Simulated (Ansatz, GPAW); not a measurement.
## Geometry or basis: what sets the conductance of a C3 chain between two Rh chains

How well does a C3 chain between two Rh chains conduct once its atoms have relaxed, and how much do cheaper levels lose?

Calculated with GPAW 26.7.0 and Ansatz 0.2.0; Ansatz plane waves; relaxation of the junction with the lead ends held, in the first sound run; inputs show where later runs differ.

### 1. The starting structure

The cell holds 19 atoms: 16 Rh and 3 C. Its edges and angles: a = 9.000 Å, b = 9.000 Å, c = 40.601 Å, α = 90.0°, β = 90.0°, γ = 90.0°. Regions: left lead, 8 atoms (8 Rh); channel, 3 atoms (3 C); right lead, 8 atoms (8 Rh). Vacuum lies along a and b. The structure is stacked along c, and the current runs across the ab planes.

### 2. Relaxation

Transmission follows bond lengths closely, so the atoms between the held lead ends are relaxed first, from a slightly shaken start that lets symmetry break.

Input file input.yaml:

```yaml
crystal:
  lattice:
    - [9.0, 0.0, 0.0]
    - [0.0, 9.0, 0.0]
    - [0.0, 0.0, 40.6014]
  atoms:
    - { symbol: Rh, position: [0.5, 0.5, 0.0283241465] }
    - { symbol: Rh, position: [0.5, 0.5, 0.0849724394] }
    - { symbol: Rh, position: [0.5, 0.5, 0.1416207323] }
    - { symbol: Rh, position: [0.5, 0.5, 0.1982690252] }
    - { symbol: Rh, position: [0.5, 0.5, 0.2549173181] }
    - { symbol: Rh, position: [0.5, 0.5, 0.311565611] }
    - { symbol: Rh, position: [0.4987665841, 0.5033135956, 0.3685211772] }
    - { symbol: Rh, position: [0.4979394543, 0.5022404693, 0.4237907687] }
    - { symbol: C, position: [0.5019782821, 0.4981272343, 0.4688174199] }
    - { symbol: C, position: [0.5014636355, 0.497442504, 0.4990357737] }
    - { symbol: C, position: [0.5011397589, 0.4978461897, 0.5331277866] }
    - { symbol: Rh, position: [0.5026731998, 0.4960597825, 0.5744077924] }
    - { symbol: Rh, position: [0.5010561056, 0.5010401475, 0.6312490288] }
    - { symbol: Rh, position: [0.5, 0.5, 0.688434389] }
    - { symbol: Rh, position: [0.5, 0.5, 0.7450826819] }
    - { symbol: Rh, position: [0.5, 0.5, 0.8017309748] }
    - { symbol: Rh, position: [0.5, 0.5, 0.8583792677] }
    - { symbol: Rh, position: [0.5, 0.5, 0.9150275606] }
    - { symbol: Rh, position: [0.5, 0.5, 0.9716758535] }
kpoints:
  mp_grid: { grid: [1, 1, 2] }
hamiltonian:
  xc: pbe
scf:
  occupations: { method: fermi_dirac, width: 0.1 }
relax:
  f_tol: 0.03
  max_steps: 80
  constraints: [{ sites: [0, 1, 2, 3, 4, 5, 13, 14, 15, 16, 17, 18] }]
```

Launch:

```sh
ansatz run input.yaml --threads 4 --pin off --max-ram 8192MiB --backend cpu --events-out ev --progress --plain --runs-dir out
```

Numbers of over 12 decimals in the logs are rounded to 6 here.

The program printed:

```text
Engine: ansatz 0.2.0, x86_64-unknown-linux-gnu
Pseudopotentials: kind: paw
Pseudopotential: Rh, paw, valence charge 17, recommended cutoff 420 eV (normal), Rh.paw.azcp
Pseudopotential: C, paw, valence charge 4, recommended cutoff 420 eV (normal), C.paw.azcp
Functional definition: PBE
  parameter kappa = 0.804
  parameter beta = 0.066725
  exchange = pbe_x(kappa = kappa, mu = beta*pi^2/3)
  correlation = pbe_c(beta = beta)
Crystal: 19 atoms, lattice volume = 3288.713 Å³
Basis set: ecut = 420 eV, 64147 PW (Γ), exchange–correlation on 128×128×576 points (8 copies of the dense FFT grid, shifted against one another)
Bands: 171, of which v1, the nominal top of the filled ones, is band 142 counted from 1 (141 counted from 0)
Symmetry: 1 space group operations
Space group: P1 (ITA 1), of the structure as read, at distance tolerance 1.5e-4 Å
k-points: 2
Non-local potential: Rh, projectors of the file, l = 0: 3, l = 1: 2, l = 2: 2, l = 3: 1
Non-local potential: C, projectors of the file, l = 0: 2, l = 1: 2, l = 2: 1
PAW form: soft (Blöchl's): semilocal exchange-correlation on the pseudo side does not see the compensation charge
PAW one-centre angular grid: Rh, 590 points (default); XC on 64 Gauss nodes
PAW one-centre angular grid: C, 110 points (default); XC on 64 Gauss nodes
Initial density: superposition of atomic densities (neutral atoms: chi_scale 0, normalization atom), corrected by the library's trained network
Initial wavefunctions: pseudopotential atomic-orbital guess
Functional: x = pbe(κ = 0.804, μ = 0.219515), c = pbe(β = 0.066725)
SCF iter   1: F=—  HF=-103142.873428 eV  |F-HF|=—  |Δ(HF+E_count)|=         —  Δρ=9.41e-3  dr2=6.57e0  ethr=1.77e-3  ⟨swp⟩=6.0  Hψ=1267  notcnv=0
preconditioner: auto → LDOS  [metal: Δε(μ)=0.173 eV  Ē_g=3.804 eV  σ=0.100 eV  W_gap=0.37  n_scr=330 (ndim 8)  ℏωp=8.1 eV  f_vac=0.762  D(μ)=40.11/eV (n_scr^D=174)  β→1.0]
SCF iter   2: F=—  HF=-103142.745853 eV  |F-HF|=—  |Δ(HF+E_count)|=   1.28e-1  Δρ=8.09e-3  dr2=3.63e0  ethr=1.77e-3  ⟨swp⟩=2.0  Hψ=600  notcnv=0  defer=4
SCF iter   3: F=—  HF=-103142.632833 eV  |F-HF|=—  |Δ(HF+E_count)|=   1.13e-1  Δρ=2.09e-3  dr2=2.09e-1  ethr=1.28e-3  ⟨swp⟩=2.0  Hψ=532  notcnv=0  defer=4
SCF iter   4: F=—  HF=-103142.629948 eV  |F-HF|=—  |Δ(HF+E_count)|=   2.88e-3  Δρ=1.09e-3  dr2=5.18e-2  ethr=7.37e-5  ⟨swp⟩=2.0  Hψ=523  notcnv=0  defer=4
SCF iter   5: F=—  HF=-103142.626963 eV  |F-HF|=—  |Δ(HF+E_count)|=   2.99e-3  Δρ=3.51e-4  dr2=8.87e-3  ethr=1.82e-5  ⟨swp⟩=2.0  Hψ=396  notcnv=0  defer=4
SCF iter   6: F=—  HF=-103142.630615 eV  |F-HF|=—  |Δ(HF+E_count)|=   3.65e-3  Δρ=1.52e-4  dr2=1.21e-3  ethr=3.12e-6  ⟨swp⟩=2.0  Hψ=399  notcnv=0  defer=4
SCF iter   7: F=—  HF=-103142.630744 eV  |F-HF|=—  |Δ(HF+E_count)|=   1.28e-4  Δρ=6.05e-5  dr2=2.13e-4  ethr=4.26e-7  ⟨swp⟩=2.0  Hψ=410  notcnv=0  defer=4
SCF iter   8: F=—  HF=-103142.630810 eV  |F-HF|=—  |Δ(HF+E_count)|=   6.64e-5  Δρ=2.53e-5  dr2=3.75e-5  ethr=7.49e-8  ⟨swp⟩=2.0  Hψ=503  notcnv=0  defer=4
SCF iter   9: F=-103142.630816 eV  HF=-103142.630820 eV  |F-HF|=3.74e-6  |Δ(HF+E_count)|=   9.81e-6  Δρ=1.13e-5  dr2=7.30e-6  ethr=7.92e-9  ⟨swp⟩=4.0  Hψ=1077  notcnv=0
SCF 1 converged in 9 iterations: F = -103142.630816 eV  dr2 = 7.30e-6
  greatest PAW one-centre occupation: 1.000 electrons in one spin orbital (limit 2), on the Rh atom at site 11 (counted from 0), in its partial waves of l = 0
relax step   1: F+E_penalty+E_count = -103142.63081635 eV  Δ(F+E_penalty+E_count) = +0.000e0 eV  max|allowed force component| = 6.385e0 eV/Å  Δτ_max = 0.0000 Å  (9 SCF iters, dr2 threshold 2.25e-5 eV, accepted)
Initial density: handed on by an earlier stage of this run
Initial wavefunctions: those handed on with the density
iter 1 solved again at ethr=1.56e-4 eV; its pass at ethr=3.10e-3 eV (dr2=4.42e-1 eV) is discarded
SCF iter   1: F=—  HF=-103143.103038 eV  |F-HF|=—  |Δ(HF+E_count)|=         —  Δρ=4.98e-3  dr2=4.24e-1  ethr=1.56e-4  ⟨swp⟩=1.0  Hψ=1036  notcnv=0  defer=4
preconditioner: auto → LDOS  [insulator: Δε(μ)=0.248 eV  Ē_g=3.727 eV  σ=0.100 eV  W_gap=0.53  n_scr=330 (ndim 8)  ℏωp=8.1 eV  f_vac=0.773  D(μ)=45.90/eV (n_scr^D=224)  ε∞_Penn≈5.7  β→1.0]
SCF iter   2: F=—  HF=-103143.055103 eV  |F-HF|=—  |Δ(HF+E_count)|=   4.79e-2  Δρ=2.89e-3  dr2=2.35e-1  ethr=1.49e-4  ⟨swp⟩=3.0  Hψ=868  notcnv=0  defer=4
SCF iter   3: F=—  HF=-103143.013596 eV  |F-HF|=—  |Δ(HF+E_count)|=   4.15e-2  Δρ=4.75e-4  dr2=1.21e-2  ethr=8.28e-5  ⟨swp⟩=2.0  Hψ=532  notcnv=0  defer=4
SCF iter   4: F=—  HF=-103143.014982 eV  |F-HF|=—  |Δ(HF+E_count)|=   1.39e-3  Δρ=1.73e-4  dr2=1.30e-3  ethr=4.27e-6  ⟨swp⟩=2.0  Hψ=481  notcnv=0  defer=4
SCF iter   5: F=—  HF=-103143.015110 eV  |F-HF|=—  |Δ(HF+E_count)|=   1.28e-4  Δρ=7.01e-5  dr2=3.39e-4  ethr=4.58e-7  ⟨swp⟩=2.0  Hψ=493  notcnv=0  defer=4
SCF iter   6: F=—  HF=-103143.015204 eV  |F-HF|=—  |Δ(HF+E_count)|=   9.47e-5  Δρ=4.47e-5  dr2=1.15e-4  ethr=1.19e-7  ⟨swp⟩=2.0  Hψ=348  notcnv=0  defer=4
SCF iter   7: F=-103143.015251 eV  HF=-103143.015249 eV  |F-HF|=1.71e-6  |Δ(HF+E_count)|=   4.51e-5  Δρ=1.91e-5  dr2=2.23e-5  ethr=3.52e-8  ⟨swp⟩=3.0  Hψ=1103  notcnv=0
SCF 2 converged in 7 iterations: F = -103143.015251 eV  dr2 = 2.23e-5
relax step   2: F+E_penalty+E_count = -103143.01525101 eV  Δ(F+E_penalty+E_count) = -3.844e-1 eV  max|allowed force component| = 3.567e0 eV/Å  Δτ_max = 0.0682 Å  (7 SCF iters, dr2 threshold 1.00e-4 eV, accepted)
iter 1 solved again at ethr=3.12e-4 eV; its pass at ethr=3.10e-3 eV (dr2=8.86e-1 eV) is discarded
SCF iter   1: F=—  HF=-103143.454108 eV  |F-HF|=—  |Δ(HF+E_count)|=         —  Δρ=8.27e-3  dr2=8.76e-1  ethr=3.12e-4  ⟨swp⟩=1.0  Hψ=1311  notcnv=0  defer=4
preconditioner: auto → LDOS  [metal: Δε(μ)=0.150 eV  Ē_g=3.722 eV  σ=0.100 eV  W_gap=0.35  n_scr=330 (ndim 8)  ℏωp=8.1 eV  f_vac=0.773  D(μ)=45.20/eV (n_scr^D=216)  β→1.0]
SCF iter   2: F=—  HF=-103143.367781 eV  |F-HF|=—  |Δ(HF+E_count)|=   8.63e-2  Δρ=4.89e-3  dr2=4.51e-1  ethr=3.09e-4  ⟨swp⟩=3.0  Hψ=670  notcnv=0  defer=4
SCF iter   3: F=—  HF=-103143.262585 eV  |F-HF|=—  |Δ(HF+E_count)|=   1.05e-1  Δρ=8.64e-4  dr2=3.18e-2  ethr=1.59e-4  ⟨swp⟩=2.5  Hψ=632  notcnv=0  defer=4
SCF iter   4: F=—  HF=-103143.263062 eV  |F-HF|=—  |Δ(HF+E_count)|=   4.77e-4  Δρ=2.71e-4  dr2=2.26e-3  ethr=1.12e-5  ⟨swp⟩=2.0  Hψ=400  notcnv=0  defer=4
SCF iter   5: F=—  HF=-103143.263152 eV  |F-HF|=—  |Δ(HF+E_count)|=   9.04e-5  Δρ=8.51e-5  dr2=3.29e-4  ethr=7.97e-7  ⟨swp⟩=2.0  Hψ=501  notcnv=0  defer=4
SCF iter   6: F=—  HF=-103143.263266 eV  |F-HF|=—  |Δ(HF+E_count)|=   1.14e-4  Δρ=4.26e-5  dr2=1.13e-4  ethr=1.16e-7  ⟨swp⟩=2.0  Hψ=476  notcnv=0  defer=4
SCF iter   7: F=-103143.263319 eV  HF=-103143.263323 eV  |F-HF|=4.40e-6  |Δ(HF+E_count)|=   5.68e-5  Δρ=1.94e-5  dr2=2.07e-5  ethr=3.52e-8  ⟨swp⟩=3.0  Hψ=1035  notcnv=0
SCF 3 converged in 7 iterations: F = -103143.263319 eV  dr2 = 2.07e-5
  greatest PAW one-centre occupation: 1.000 electrons in one spin orbital (limit 2), on the Rh atom at site 6 (counted from 0), in its partial waves of l = 0
relax step   3: F+E_penalty+E_count = -103143.26331891 eV  Δ(F+E_penalty+E_count) = -2.481e-1 eV  max|allowed force component| = 5.201e-1 eV/Å  Δτ_max = 0.1917 Å  (7 SCF iters, dr2 threshold 1.00e-4 eV, accepted)
[...]
relax step   4: F+E_penalty+E_count = -103143.49243705 eV  Δ(F+E_penalty+E_count) = -2.291e-1 eV  max|allowed force component| = 2.513e0 eV/Å  Δτ_max = 0.2000 Å  (9 SCF iters, dr2 threshold 1.69e-5 eV, accepted)
[...]
relax step   5: F+E_penalty+E_count = -103143.70005823 eV  Δ(F+E_penalty+E_count) = -2.076e-1 eV  max|allowed force component| = 1.320e0 eV/Å  Δτ_max = 0.1981 Å  (7 SCF iters, dr2 threshold 1.00e-4 eV, accepted)
[...]
relax step   6: F+E_penalty+E_count = -103143.76527967 eV  Δ(F+E_penalty+E_count) = -6.522e-2 eV  max|allowed force component| = 4.632e-1 eV/Å  Δτ_max = 0.1754 Å  (8 SCF iters, dr2 threshold 1.00e-4 eV, accepted)
[...]
relax step   7: F+E_penalty+E_count = -103143.78839857 eV  Δ(F+E_penalty+E_count) = -2.312e-2 eV  max|allowed force component| = 3.727e-2 eV/Å  Δτ_max = 0.0719 Å  (7 SCF iters, dr2 threshold 2.64e-5 eV, accepted)
[...]
relax step   8: F+E_penalty+E_count = -103143.78764616 eV  Δ(F+E_penalty+E_count) = +7.524e-4 eV  max|allowed force component| = 8.605e-2 eV/Å  Δτ_max = 0.0599 Å  (10 SCF iters, rejected (line search))
[...]
relax step   9: F+E_penalty+E_count = -103143.78970928 eV  Δ(F+E_penalty+E_count) = -1.311e-3 eV  max|allowed force component| = 1.029e-2 eV/Å  Δτ_max = 0.0298 Å  (9 SCF iters, accepted)
SCF iter   1: F=—  HF=-103143.794614 eV  |F-HF|=—  |Δ(HF+E_count)|=         —  Δρ=1.60e-3  dr2=3.06e-2  ethr=2.27e-4  ⟨swp⟩=3.0  Hψ=634  notcnv=0  defer=6
preconditioner: auto → LDOS  [metal: Δε(μ)=0.051 eV  Ē_g=3.607 eV  σ=0.100 eV  W_gap=0.13  n_scr=330 (ndim 8)  ℏωp=8.1 eV  f_vac=0.771  D(μ)=47.37/eV (n_scr^D=248)  β→1.0]
SCF iter   2: F=—  HF=-103143.790215 eV  |F-HF|=—  |Δ(HF+E_count)|=   4.40e-3  Δρ=8.10e-4  dr2=1.08e-2  ethr=1.08e-5  ⟨swp⟩=2.0  Hψ=673  notcnv=0  defer=6
SCF iter   3: F=—  HF=-103143.787877 eV  |F-HF|=—  |Δ(HF+E_count)|=   2.34e-3  Δρ=1.46e-4  dr2=1.07e-3  ethr=3.79e-6  ⟨swp⟩=2.5  Hψ=584  notcnv=0  defer=6
SCF iter   4: F=—  HF=-103143.788030 eV  |F-HF|=—  |Δ(HF+E_count)|=   1.53e-4  Δρ=7.92e-5  dr2=2.64e-4  ethr=3.75e-7  ⟨swp⟩=2.0  Hψ=492  notcnv=0  defer=6
SCF iter   5: F=—  HF=-103143.788075 eV  |F-HF|=—  |Δ(HF+E_count)|=   4.50e-5  Δρ=3.11e-5  dr2=5.08e-5  ethr=9.29e-8  ⟨swp⟩=2.0  Hψ=491  notcnv=0  defer=6
SCF iter   6: F=—  HF=-103143.790051 eV  |F-HF|=—  |Δ(HF+E_count)|=   1.98e-3  Δρ=1.23e-5  dr2=8.20e-6  ethr=1.79e-8  ⟨swp⟩=2.0  Hψ=399  notcnv=0  defer=6
SCF iter   7: F=—  HF=-103143.790055 eV  |F-HF|=—  |Δ(HF+E_count)|=   3.87e-6  Δρ=4.72e-6  dr2=1.22e-6  ethr=2.89e-9  ⟨swp⟩=2.0  Hψ=497  notcnv=0  defer=6
SCF iter   8: F=—  HF=-103143.790055 eV  |F-HF|=—  |Δ(HF+E_count)|=   1.09e-7  Δρ=1.73e-6  dr2=1.91e-7  ethr=4.28e-10  ⟨swp⟩=2.0  Hψ=382  notcnv=0  defer=6
SCF iter   9: F=-103143.790055 eV  HF=-103143.790055 eV  |F-HF|=2.42e-9  |Δ(HF+E_count)|=   1.83e-8  Δρ=7.62e-7  dr2=3.52e-8  ethr=3.52e-11  ⟨swp⟩=4.0  Hψ=1070  notcnv=0
SCF 10 converged in 9 iterations: F = -103143.790055 eV  dr2 = 3.52e-8
relax step  10: F+E_penalty+E_count = -103143.79005517 eV  Δ(F+E_penalty+E_count) = -3.459e-4 eV  max|allowed force component| = 1.092e-2 eV/Å  Δτ_max = 0.0354 Å  (9 SCF iters, accepted)
SCF converged after 9 iterations
Free energy (F): -103143.790055 eV
Harris-Foulkes:  -103143.790055 eV  (|F-HF|=2.42e-9)
Internal energy: -103142.222084 eV  (E = F + TS)
E sigma→0 (E₀):  -103143.006069 eV
Entropy (-TS):   -1.567972 eV (-82.525 meV/atom)
Fermi energy:    -3.369940 eV
--- Per-component energies (eV) ---
  E_band       = -8137.348621
  E_kinetic    = 9411.990044
  E_local      = -97275.911311  (includes V_loc(G=0)·N_el)
  E_nonlocal   = 5850.550754
  E_hartree    = 41417.345861
  E_xc         = -3626.105910
  E_vxc        = -4538.569708  (∫ρ·V_xc dr)
  E_paw        = -57727.343124  (= ΣΔE_a)
  E_vpaw       = -4420.113093  (= ΣTr[D̂ρ^β])
  E_aug_tail   = 0.014259  (compensation charges beyond the density's cutoff)
  E_ewald      = -1192.762656
  E_smearing   = -1.567972  (= −TS)
  E_closure    = 0.000000  (closes the sum)
  Σ components = -103143.790055   (vs F -103143.790055, Δ=0.00e0)
--- Forces (eV/Å), atoms counted from 1 ---
  atom   1  Rh     0.00209255    -0.00237878     0.09385219
  atom   2  Rh    -0.00430466     0.00453630    -0.07260180
  atom   3  Rh     0.00001463    -0.00121000    -0.05746954
  atom   4  Rh    -0.01057822     0.01092987    -0.00069207
  atom   5  Rh     0.05976414    -0.05593567     0.40697377
  atom   6  Rh    -0.05454174     0.04918213     0.19351255
  atom   7  Rh     0.00334344    -0.00251072    -0.00142989
  atom   8  Rh     0.00275916     0.00287390     0.00606554
  atom   9  C      0.00414858    -0.00375905    -0.00053060
  atom  10  C     -0.00526618     0.00054747    -0.00650163
  atom  11  C     -0.00344018    -0.00176893     0.01092039
  atom  12  Rh    -0.00157185     0.01041871     0.00404948
  atom  13  Rh     0.00346229    -0.00431384    -0.00857728
  atom  14  Rh     0.04381780    -0.05646698    -0.19275310
  atom  15  Rh    -0.05051330     0.06353121    -0.41163124
  atom  16  Rh     0.01006426    -0.01153952    -0.00118974
  atom  17  Rh    -0.00122473     0.00020969     0.05939782
  atom  18  Rh     0.00410338    -0.00461317     0.07357270
  atom  19  Rh    -0.00214609     0.00225337    -0.09493603
  max |Σ_I F_I| component: 3.15e-5 eV/Å
--- Relaxed structure (10 steps of the walk, 9 accepted, 0 SCFs on fresh bases) ---
  F+E_penalty+E_count = -103143.79005517 eV   max|allowed force component| = 1.092e-2 eV/Å
  atoms:
    - { symbol: Rh, position: [0.5, 0.5, 0.028324] }
    - { symbol: Rh, position: [0.5, 0.5, 0.0849724394] }
    - { symbol: Rh, position: [0.5, 0.5, 0.1416207323] }
    - { symbol: Rh, position: [0.5, 0.5, 0.198269] }
    - { symbol: Rh, position: [0.5, 0.5, 0.254917] }
    - { symbol: Rh, position: [0.5, 0.5, 0.311566] }
    - { symbol: Rh, position: [0.526528, 0.475717, 0.368137] }
    - { symbol: Rh, position: [0.448716, 0.544950, 0.423929] }
    - { symbol: C, position: [0.488609, 0.509673, 0.467856] }
    - { symbol: C, position: [0.499658, 0.499195, 0.499980] }
    - { symbol: C, position: [0.509252, 0.487603, 0.532109] }
    - { symbol: Rh, position: [0.541256, 0.445060, 0.576018] }
    - { symbol: Rh, position: [0.477828, 0.528584, 0.631863] }
    - { symbol: Rh, position: [0.5, 0.5, 0.688434389] }
    - { symbol: Rh, position: [0.5, 0.5, 0.745083] }
    - { symbol: Rh, position: [0.5, 0.5, 0.8017309748] }
    - { symbol: Rh, position: [0.5, 0.5, 0.8583792677] }
    - { symbol: Rh, position: [0.5, 0.5, 0.9150275606] }
    - { symbol: Rh, position: [0.5, 0.5, 0.971676] }
```

Elapsed: 1.8 min, on 4 threads of Intel Xeon Platinum 8559C (Emerald Rapids), shared host; peak memory 5 GiB; 6.5 min of CPU time.

The steps of the relaxation:

```
step  energy less that of the first step (eV)  largest force component (eV/Å)
   1                                   0.0000                          6.3847
   2                                  -0.3844                          3.5672
   3                                  -0.6325                          0.5201
   4                                  -0.8616                          2.5126
   5                                  -1.0692                          1.3201
   6                                  -1.1345                          0.4632
   7                                  -1.1576                          0.0373
   8                                  -1.1568                          0.0861
   9                                  -1.1589                          0.0103
  10                                  -1.1592                          0.0109
```

Relaxation step 8 was tried and not accepted.

The atoms that moved most (Å):

```
atom      dx      dy      dz  length
 Rh8  -0.443   0.384   0.006   0.587
Rh12   0.347  -0.459   0.065   0.579
 Rh7   0.250  -0.248  -0.016   0.353
Rh13  -0.209   0.248   0.025   0.325
  C9  -0.120   0.104  -0.039   0.164
 C11   0.073  -0.092  -0.041   0.125
 C10  -0.016   0.016   0.038   0.045
```

The relaxed structure:

```cif
data_structure
_symmetry_space_group_name_H-M 'P 1'
_symmetry_Int_Tables_number 1
_cell_length_a 9.0000
_cell_length_b 9.0000
_cell_length_c 40.6014
_cell_angle_alpha 90.000
_cell_angle_beta 90.000
_cell_angle_gamma 90.000
_cell_volume 3288.71
loop_
_atom_site_label
_atom_site_type_symbol
_atom_site_fract_x
_atom_site_fract_y
_atom_site_fract_z
_atom_site_occupancy
Rh1 Rh 0.50000 0.50000 0.02832 1
Rh2 Rh 0.50000 0.50000 0.08497 1
Rh3 Rh 0.50000 0.50000 0.14162 1
Rh4 Rh 0.50000 0.50000 0.19827 1
Rh5 Rh 0.50000 0.50000 0.25492 1
Rh6 Rh 0.50000 0.50000 0.31157 1
Rh7 Rh 0.52653 0.47572 0.36814 1
Rh8 Rh 0.44872 0.54495 0.42393 1
C9 C 0.48861 0.50967 0.46786 1
C10 C 0.49966 0.49920 0.49998 1
C11 C 0.50925 0.48760 0.53211 1
Rh12 Rh 0.54126 0.44506 0.57602 1
Rh13 Rh 0.47783 0.52858 0.63186 1
Rh14 Rh 0.50000 0.50000 0.68843 1
Rh15 Rh 0.50000 0.50000 0.74508 1
Rh16 Rh 0.50000 0.50000 0.80173 1
Rh17 Rh 0.50000 0.50000 0.85838 1
Rh18 Rh 0.50000 0.50000 0.91503 1
Rh19 Rh 0.50000 0.50000 0.97168 1
```

Numbers from this step:

| Quantity | Value |
| --- | --- |
| free energy | -103143.7901 eV |
| smearing term TS | 1.568 eV |
| symmetry operations | 1 |

The relaxation lowered the energy of the cell by 1.16 eV.

[end of part 1 of 4]

[Logs are printed without paths, hosts, clocks, repeated set-up lines and the standing remarks that a program may print on its own settings, such as how far it seeks lower states.]

[Hosts, paths, dates, database ids (printed as entryN), source tags and the programs' standing remarks are cut or masked in the printed files.]
